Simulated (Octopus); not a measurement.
# SrO (Fm-3m) in Octopus: equation of state

How stiff is SrO in PBE, and what volume does it want? The cell is scaled to several volumes.

Program: Octopus 16.4. These are calculated values, not measurements. Logs are shortened: lines on timing, memory, paths and dates and some standing lists are left out, and cuts for length are marked.

### 1 The crystal as given

It takes space group Fm-3m (No. 225, cubic). Conventional cell: a = 5.133 Å, b = 5.133 Å, c = 5.133 Å, α = 90.00°, β = 90.00°, γ = 90.00°. Sr (site symmetry m-3m) has 6 O at 2.57 Å as nearest neighbours. O (site symmetry m-3m) has 6 Sr at 2.57 Å as nearest neighbours.

### 2 Equation of state, PBE, 16.90 Å³/atom

File inp:

```
CalculationMode = gs
UnitsOutput = eV_Angstrom
PeriodicDimensions = 3
ExperimentalFeatures = yes
PseudopotentialSet = pseudodojo_pbe
%LatticeParameters
 1*angstrom | 1*angstrom | 1*angstrom
%
%LatticeVectors
 0 | 2.5663 | 2.5663
 2.5663 | 0 | 2.5663
 2.5663 | 2.5663 | 0
%
%ReducedCoordinates
 "Sr" | 0.5 | 0.5 | 0.5
 "O" | 0 | 0 | 0
%
%Spacing
 0.12961772*angstrom | 0.12961772*angstrom | 0.12961772*angstrom
%
DerivativesOrder = 8
%KPointsGrid
 9 | 9 | 9
%
KPointsUseSymmetries = yes
XCFunctional = gga_x_pbe + gga_c_pbe
SmearingFunction = fermi_dirac
Smearing = 0.05*eV
ExtraStates = 6
Eigensolver = chebyshev_filter
ConvRelDens = 3e-7
MaximumIter = 120
%Output
 density | cube
 elf | cube
 potential | cube
%
```

Potentials or basis: pseudodojo_pbe (PseudoDojo 0.5, PBE).

Started as:

```
$ OMP_NUM_THREADS=1 octopus > out.log
```

out.log:

```text
Running octopus

[... 17 lines left out ...]

****************************** Species *******************************
  Species 'Sr'
    type             : pseudopotential
    file             : 'Sr.upf'
    file format      : UPF2
    valence charge   : 10.0
    atomic number    :  38
    form on file     : kleinman-bylander
    lmax             : 2
    llocal           : -1
    projectors per l : 2
    total projectors : 6
    application form : kleinman-bylander
    orbitals         :  5
    bound orbitals   :  5

  Species 'O'
    type             : pseudopotential
    file             : 'O.upf'
    file format      : UPF2
    valence charge   : 6.0
    atomic number    :   8
    form on file     : kleinman-bylander
    lmax             : 2
    llocal           : -1
    projectors per l : 2
    total projectors : 6
    application form : kleinman-bylander
    orbitals         :  4
    bound orbitals   :  4

**********************************************************************

***************************** Symmetries *****************************
Space group No.  225
International: Fm-3m
Schoenflies: Oh^5
Info: The system has    48 symmorphic symmetries that can be used.
  Index                Rotation matrix                      Fractional translations
    1 :     1   0   0     0   1   0     0   0   1      0.000000    0.000000    0.000000
    2 :    -1   0   0     0  -1   0     0   0  -1      0.000000    0.000000    0.000000
    3 :     1   0  -1     1   0   0     1  -1   0      0.000000    0.000000    0.000000
    4 :    -1   0   1    -1   0   0    -1   1   0      0.000000    0.000000    0.000000
    5 :     0   1  -1     1   0  -1     0   0  -1      0.000000    0.000000    0.000000
    6 :     0  -1   1    -1   0   1     0   0   1      0.000000    0.000000    0.000000
[... 40 lines left out ...]
   47 :     0   1  -1    -1   1   0     0   1   0      0.000000    0.000000    0.000000
   48 :     0  -1   1     1  -1   0     0  -1   0      0.000000    0.000000    0.000000
Info: The system also has     0 nonsymmorphic symmetries (not used for electrons).
**********************************************************************

Input: [CurvMethod = curv_affine]
Input: [DerivativesStencil = stencil_stargeneral]

****************************** Lattice *******************************
  Lattice Vectors [A]
    0.000000    2.566300    2.566300
    2.566300    0.000000    2.566300
    2.566300    2.566300    0.000000
  Cell volume =            33.8028 [A^3]
  Reciprocal-Lattice Vectors [A^-1]
   -1.224172    1.224172    1.224172
    1.224172   -1.224172    1.224172
    1.224172    1.224172   -1.224172
  Cell angles [degree]
    alpha =   60.000
    beta  =   60.000
    gamma =   60.000
**********************************************************************

Checking if the generated full k-point grid is symmetric

    35 k-points generated from parameters :
 ---------------------------------------------------
    n =    9    9    9

    s1  =  0.50  0.50  0.50

   index |      weight  |             coordinates              |
       1 |     0.001372 |    0.000000    0.000000    0.000000  |
       2 |     0.010974 |    0.111111    0.000000    0.000000  |
       3 |     0.008230 |    0.111111    0.111111    0.000000  |
       4 |     0.016461 |   -0.111111    0.111111    0.000000  |
       5 |     0.032922 |   -0.111111    0.111111    0.111111  |
       6 |     0.010974 |    0.222222    0.000000    0.000000  |
[... 27 lines left out ...]
      34 |     0.008230 |    0.444444    0.444444    0.000000  |
      35 |     0.016461 |   -0.444444    0.444444    0.000000  |

Input: [SmearingFunction = fermi_dirac]
Input: [SymmetrizeDensity = yes]

******************************* States *******************************
Total electronic charge  =       16.000
Number of states         =       14
States block-size        =        4
**********************************************************************
[... 5 lines left out ...]
Simulation Box:
  Type = parallelepiped
  Lengths [A] = (   3.629,   3.629,   3.629)
Main mesh:
  Spacing [A] = ( 0.130, 0.130, 0.130)    volume/point [A^3] =      0.00154
  # inner mesh =      21952
  # total mesh =      71072
  Grid Cutoff [eV] =  2238.174069    Grid Cutoff [Ry] =   164.502774
**********************************************************************

[... 22 lines left out ...]
**********************************************************************

Info: FFT grid dimensions       = 28 x 28 x 28
      Total grid size           = 21952 (      0.2 MiB )
Input: [FilterPotentials = filter_TS]
Info: Pseudopotential for Sr
  Radii for localized parts:
    local part     =  1.2 A
    non-local part =  1.2 A
    orbitals       =  7.0 A

Info: Pseudopotential for O
  Radii for localized parts:
    local part     =  1.2 A
    non-local part =  1.1 A
    orbitals       =  3.8 A

Input: [RelativisticCorrection = non_relativistic]
[... 11 lines left out ...]
      Block       2 contains       4 states:       5 -       8
      Block       3 contains       4 states:       9 -      12
      Block       4 contains       2 states:      13 -      14
Info: Ground-state allocation done.
Info: Could not find 'restart/gs' directory for restart.
[... 18 lines left out ...]
** Warning:
**   Cannot do LCAO for all states because there are not enough atomic orbitals.
**   Required: 14. Available: 9. 5 orbitals will be randomized.

Info: Unnormalized total charge =     15.931394
Info: Renormalized total charge =     16.000000

** Warning:
**   Symmetrization discrepancy ratio (scalar) =  1.02465E-03

Info: Setting up Hamiltonian.
Info: Performing initial LCAO calculation with      9 orbitals.
Info: Getting Hamiltonian matrix elements.

Eigenvalues [eV]
 #st  Spin   Eigenvalue      Occupation
#k =       1, k = (  0.000000,  0.000000,  0.000000)
   1   --   -28.120796       2.000000
   2   --   -14.819783       2.000000
   3   --    -9.820414       2.000000
   4   --    -9.820414       2.000000
   5   --    -9.820271       2.000000
   6   --     0.477180       2.000000
   7   --     0.477180       2.000000
   8   --     0.482999       2.000000
   9   --     7.331497       2.000000
#k =       2, k = (  0.111111,  0.000000,  0.000000)
   1   --   -28.076949       2.000000
   2   --   -14.804997       2.000000
   3   --    -9.605644       2.000000
   4   --    -9.605517       2.000000
   5   --    -9.429660       2.000000
   6   --     0.619387       2.000000
   7   --     0.696292       2.000000
   8   --     0.701504       2.000000
   9   --     7.816414       2.000000
[... 33 further k-points ...]
Fermi energy =     9.095615 eV
Generating random wavefunctions for states       10 and above
Orthogonalizing wavefunctions.
Info: Ground-state restart information will be written to 'restart/gs'.
Info: SCF using complex wavefunctions.
Info: Starting SCF iteration.

** Warning:
**   Symmetrization discrepancy ratio (scalar) =  2.72588E-02

*********************** SCF CYCLE ITER #    1 ************************
 etot  = -1.44000962E+03 abs_ev   =  5.49E+01 rel_ev   =  3.72E-01
 ediff =        5.29E+01 abs_dens =  2.12E+00 rel_dens =  1.32E-01
Matrix vector products: 875
Converged eigenvectors: 0

#  State  KPoint  Eigenvalue [eV]  Occupation    Error
      1       1      -28.125318    2.000000   ( 2.3E-06)
      1       2      -28.106120    2.000000   ( 2.5E-05)
      1       3      -28.099859    2.000000   ( 4.6E-05)
      1       4      -28.077071    2.000000   ( 9.1E-05)
      1       5      -28.061059    2.000000   ( 1.2E-04)
      1       6      -28.056978    2.000000   ( 1.4E-04)
      1      10      -28.036019    2.000000   ( 2.6E-04)
      1       7      -28.025637    2.000000   ( 4.7E-04)

  [output of 263 eigenvalues skipped: maximum error = 1.8E-02]

      6       1        0.364798    2.000000   ( 2.6E-04)
      7       1        0.364798    2.000000   ( 2.6E-04)
      8       1        0.370412    2.000000   ( 2.6E-04)
      7      26        0.371578    2.000000   ( 6.7E-03)
      8      26        0.375321    2.000000   ( 7.2E-03)
      8      33        0.382971    2.000000   ( 1.2E-02)
[... 9 lines left out ...]
      9      26        7.401108    0.000000   ( 6.7E-02)
      9      30        7.877507    0.000000   ( 4.2E-02)

  [output of 194 eigenvalues skipped: maximum error = 2.1E-01]

     14      25       18.714210    0.000000   ( 1.8E-01)
     14      21       18.721654    0.000000   ( 1.6E-01)
     14      23       18.767269    0.000000   ( 1.6E-01)
     14      34       18.792232    0.000000   ( 1.7E-01)
     14      20       18.884317    0.000000   ( 1.9E-01)
     14      15       19.535524    0.000000   ( 1.5E-01)
     14      17       19.556220    0.000000   ( 1.6E-01)
     14      13       20.277707    0.000000   ( 2.2E-01)

Density of states:

--------------------------%-------------------------------------------
--------------------------%-------------%-----------------------------
--------------------------%-------------%-----------------------------
--------------------------%-------------%-----------------------------
--------------------------%-------------%-----------------------------
%-------------------------%-------------%-----------------------------
%------------------------%%-------------%-----------------------------
%------------------%-----%%------------%%------------%----%--%--------
%-----------------%%-----%%------------%%%-----------%%%--%%-%-%------
%-----------------%%-----%%------------%%%---------%%%%%%%%%%%%%%%%%--
                                           ^

Fermi energy =     2.192279 eV

**********************************************************************

*********************** SCF CYCLE ITER #    2 ************************
 etot  = -1.38384297E+03 abs_ev   =  1.65E+01 rel_ev   =  1.26E-01
 ediff =        2.06E+00 abs_dens =  1.32E+00 rel_dens =  8.23E-02
Matrix vector products: 875
Converged eigenvectors: 0

[... levels of this cycle ...]

Fermi energy =     5.592418 eV

**********************************************************************

*********************** SCF CYCLE ITER #    3 ************************
 etot  = -1.38604692E+03 abs_ev   =  3.18E-01 rel_ev   =  2.43E-03
 ediff =        8.10E-02 abs_dens =  8.32E-02 rel_dens =  5.20E-03
Matrix vector products: 875
Converged eigenvectors: 0
[... 133 lines left out ...]
[... levels of this cycle ...]

Fermi energy =     5.416632 eV

**********************************************************************

*********************** SCF CYCLE ITER #   15 ************************
 etot  = -1.38482546E+03 abs_ev   =  2.94E-06 rel_ev   =  2.26E-08
 ediff =        5.86E-07 abs_dens =  8.66E-07 rel_dens =  5.41E-08
Matrix vector products: 875
Converged eigenvectors: 104

#  State  KPoint  Eigenvalue [eV]  Occupation    Error
      1       1      -28.888427    2.000000   ( 1.3E-08)
      1       2      -28.872180    2.000000   ( 1.5E-08)
      1       3      -28.866845    2.000000   ( 2.3E-08)
      1       4      -28.847584    2.000000   ( 1.4E-08)
      1       5      -28.833956    2.000000   ( 1.6E-08)
      1       6      -28.830680    2.000000   ( 1.6E-08)
      1      10      -28.812452    2.000000   ( 1.6E-08)
      1       7      -28.804109    2.000000   ( 1.6E-08)

  [output of 263 eigenvalues skipped: maximum error = 6.4E-07]

      7      26        3.286097    2.000000   ( 1.6E-07)
      8      26        3.288683    2.000000   ( 1.6E-07)
      7      34        3.327569    2.000000   ( 8.9E-08)
      8      34        3.330178    2.000000   ( 9.0E-08)
      7       3        3.354854    2.000000   ( 5.2E-07)
      8       3        3.357535    2.000000   ( 5.4E-07)
[... 9 lines left out ...]
      9      21        7.850260    0.000000   ( 3.0E-06)
      9      14        7.918007    0.000000   ( 7.6E-06)

  [output of 194 eigenvalues skipped: maximum error = 4.7E-02]

     14      27       16.240429    0.000000   ( 1.5E-02)
     14      24       16.293273    0.000000   ( 1.8E-02)
     14      18       16.301832    0.000000   ( 1.2E-02)
     14      31       16.310077    0.000000   ( 7.9E-03)
     14      28       16.371624    0.000000   ( 9.8E-03)
     14      32       16.385279    0.000000   ( 1.1E-02)
     14      20       16.637280    0.000000   ( 1.8E-02)
     14      30       16.668244    0.000000   ( 9.6E-03)

Density of states:

------------------------------------------------%---------------------
------------------------------------------------%---------------------
------------------------------------------------%---------------------
---------------------------%%-------------------%---------------------
%--------------------------%%-------------------%---------------------
%--------------------------%%%-----------------%%-----------------%---
%------------------------%-%%%-----------------%%-----------%-%%--%---
%------------------------%-%%%-----------------%%---------%%%-%%%%%---
%-----------------------%%-%%%-----------------%%%-------%%%%%%%%%%-%-
%-----------------------%%-%%%----------------%%%%------%%%%%%%%%%%%%%
                                                    ^

Fermi energy =     5.410490 eV

**********************************************************************

Info: SCF converged in   15 iterations

** Warning:
**   Some of the states are not fully converged!

Info: Number of matrix-vector products:      13125
Info: Writing output to static/

Info: Finished writing information to 'restart/gs'.

Octopus emitted 20 warnings.
```

Wall time 4.6 min (1 thread of Arm Neoverse V1, shared host); peak memory 0.71 GiB.

What came out:

| Property | Result |
| --- | --- |
| Free energy | -1384.8254 eV |
| Band gap on the k mesh | 3.37 eV, indirect (least direct gap 3.46 eV) |

Caveat: an odd mesh through Γ misses points on the zone boundary, where band edges often lie.

### 3 Equation of state, PBE, 16.56 Å³/atom (volume scaled by 0.98)

Edit inp of step 2 so:

```diff
@@ -9,5 +9,5 @@
 %LatticeVectors
- 0 | 2.5663 | 2.5663
- 2.5663 | 0 | 2.5663
- 2.5663 | 2.5663 | 0
+ 0 | 2.5490759911 | 2.5490759911
+ 2.5490759911 | 0 | 2.5490759911
+ 2.5490759911 | 2.5490759911 | 0
 %
@@ -18,3 +18,3 @@
 %Spacing
- 0.12961772*angstrom | 0.12961772*angstrom | 0.12961772*angstrom
+ 0.12874778*angstrom | 0.12874778*angstrom | 0.12874778*angstrom
 %
@@ -32,6 +32 @@
 MaximumIter = 120
-%Output
- density | cube
- elf | cube
- potential | cube
-%
```

Potentials or basis: pseudodojo_pbe (PseudoDojo 0.5, PBE).

Started as:

```
$ OMP_NUM_THREADS=1 octopus > out.log
```

It took 4.6 min on 1 thread of Arm Neoverse V1, shared host; peak memory 0.71 GiB.

The run converged. Its results:

- Free energy: -1384.8062 eV
- Band gap on the k mesh: 3.36 eV, indirect (least direct gap 3.43 eV)

Caveat: an odd mesh through Γ misses points on the zone boundary, where band edges often lie.

### 4 Equation of state, PBE, 17.24 Å³/atom (volume scaled by 1.02)

Edit inp of step 3 so:

```diff
@@ -9,5 +9,5 @@
 %LatticeVectors
- 0 | 2.5490759911 | 2.5490759911
- 2.5490759911 | 0 | 2.5490759911
- 2.5490759911 | 2.5490759911 | 0
+ 0 | 2.5832958595 | 2.5832958595
+ 2.5832958595 | 0 | 2.5832958595
+ 2.5832958595 | 2.5832958595 | 0
 %
@@ -18,3 +18,3 @@
 %Spacing
- 0.12874778*angstrom | 0.12874778*angstrom | 0.12874778*angstrom
+ 0.13047614*angstrom | 0.13047614*angstrom | 0.13047614*angstrom
 %
@@ -32 +32,6 @@
 MaximumIter = 120
+%Output
+ density | cube
+ elf | cube
+ potential | cube
+%
```

Started as:

```
$ OMP_NUM_THREADS=1 octopus > out.log
```

Run time: 4.7 min. Hardware: 1 thread of Arm Neoverse V1, shared host; peak memory 0.71 GiB.

It converged, with:

| Property | Result |
| --- | --- |
| Free energy | -1384.8367 eV |
| Band gap on the k mesh | 3.38 eV, indirect (least direct gap 3.48 eV) |

Caveat: an odd mesh through Γ misses points on the zone boundary, where band edges often lie.

### 5 Equation of state, PBE, 16.23 Å³/atom (volume scaled by 0.96)

Edit inp of step 4 so:

```diff
@@ -9,5 +9,5 @@
 %LatticeVectors
- 0 | 2.5832958595 | 2.5832958595
- 2.5832958595 | 0 | 2.5832958595
- 2.5832958595 | 2.5832958595 | 0
+ 0 | 2.5316160185 | 2.5316160185
+ 2.5316160185 | 0 | 2.5316160185
+ 2.5316160185 | 2.5316160185 | 0
 %
@@ -18,3 +18,3 @@
 %Spacing
- 0.13047614*angstrom | 0.13047614*angstrom | 0.13047614*angstrom
+ 0.12786592*angstrom | 0.12786592*angstrom | 0.12786592*angstrom
 %
```

Started as:

```
$ OMP_NUM_THREADS=1 octopus > out.log
```

It took 4.8 min on 1 thread of Arm Neoverse V1, shared host; peak memory 0.72 GiB.

It converged, with:

* Free energy: -1384.7786 eV
* Band gap on the k mesh: 3.35 eV, indirect (least direct gap 3.41 eV)

Caveat: an odd mesh through Γ misses points on the zone boundary, where band edges often lie.

### 6 Equation of state, PBE, 17.58 Å³/atom (volume scaled by 1.04)

Edit inp of step 5 so:

```diff
@@ -9,5 +9,5 @@
 %LatticeVectors
- 0 | 2.5316160185 | 2.5316160185
- 2.5316160185 | 0 | 2.5316160185
- 2.5316160185 | 2.5316160185 | 0
+ 0 | 2.600070978 | 2.600070978
+ 2.600070978 | 0 | 2.600070978
+ 2.600070978 | 2.600070978 | 0
 %
@@ -18,3 +18,3 @@
 %Spacing
- 0.12786592*angstrom | 0.12786592*angstrom | 0.12786592*angstrom
+ 0.13132342*angstrom | 0.13132342*angstrom | 0.13132342*angstrom
 %
@@ -32,6 +32 @@
 MaximumIter = 120
-%Output
- density | cube
- elf | cube
- potential | cube
-%
```

Potentials or basis: pseudodojo_pbe (PseudoDojo 0.5, PBE).

Started as:

```
$ OMP_NUM_THREADS=1 octopus > out.log
```

It took 4.6 min on 1 thread of Arm Neoverse V1, shared host; peak memory 0.71 GiB.

The run converged. Its results:

| Quantity | Value |
| --- | --- |
| Free energy | -1384.8397 eV |
| Band gap on the k mesh | 3.39 eV, indirect (least direct gap 3.50 eV) |

Caveat: an odd mesh through Γ misses points on the zone boundary, where band edges often lie.

### 7 Equation of state, PBE, 15.89 Å³/atom (volume scaled by 0.94)

Edit inp of step 6 so:

```diff
@@ -9,5 +9,5 @@
 %LatticeVectors
- 0 | 2.600070978 | 2.600070978
- 2.600070978 | 0 | 2.600070978
- 2.600070978 | 2.600070978 | 0
+ 0 | 2.5139118308 | 2.5139118308
+ 2.5139118308 | 0 | 2.5139118308
+ 2.5139118308 | 2.5139118308 | 0
 %
@@ -18,3 +18,3 @@
 %Spacing
- 0.13132342*angstrom | 0.13132342*angstrom | 0.13132342*angstrom
+ 0.12697172*angstrom | 0.12697172*angstrom | 0.12697172*angstrom
 %
```

Started as:

```
$ OMP_NUM_THREADS=1 octopus > out.log
```

Wall time 4.5 min (1 thread of Arm Neoverse V1, shared host); peak memory 0.72 GiB.

It converged, with:

```yaml
Free_energy: -1384.7406 eV
Band_gap_on_the_k_mesh: 3.34 eV, indirect (least direct gap 3.37 eV)
```

Caveat: an odd mesh through Γ misses points on the zone boundary, where band edges often lie.

### 8 Equation of state, PBE, 17.92 Å³/atom (volume scaled by 1.06)

Edit inp of step 7 so:

```diff
@@ -9,5 +9,5 @@
 %LatticeVectors
- 0 | 2.5139118308 | 2.5139118308
- 2.5139118308 | 0 | 2.5139118308
- 2.5139118308 | 2.5139118308 | 0
+ 0 | 2.6166323862 | 2.6166323862
+ 2.6166323862 | 0 | 2.6166323862
+ 2.6166323862 | 2.6166323862 | 0
 %
@@ -18,3 +18,3 @@
 %Spacing
- 0.12697172*angstrom | 0.12697172*angstrom | 0.12697172*angstrom
+ 0.13215989*angstrom | 0.13215989*angstrom | 0.13215989*angstrom
 %
```

Started as:

```
$ OMP_NUM_THREADS=1 octopus > out.log
```

It took 4.7 min on 1 thread of Arm Neoverse V1, shared host; peak memory 0.71 GiB.

Results (log left out):

| Item | Value |
| --- | --- |
| Free energy | -1384.8360 eV |
| Band gap on the k mesh | 3.39 eV, indirect (least direct gap 3.51 eV) |

Caveat: an odd mesh through Γ misses points on the zone boundary, where band edges often lie.

### 9 Equation of state, PBE

Potentials or basis: pseudodojo_pbe (PseudoDojo 0.5, PBE).

No new run: the results of the series are fitted here.

What came out:

| Item | Value |
| --- | --- |
| Equilibrium volume | 17.56 Å³/atom |
| Bulk modulus | 87 GPa |
| Pressure derivative of the bulk modulus | 3.0 (rough: it moves with the points fitted) |

Energy against volume, from the lowest point:
```tsv
volume (Å³/atom)	energy (meV/atom)
15.887	49.52
16.225	30.53
16.563	16.71
16.901	7.12
17.239	1.49
17.577	0.00
17.915	1.85
```

Caveat: the number of grid points is fixed, so the spacing changes with the cell, which shifts volumes and moduli.
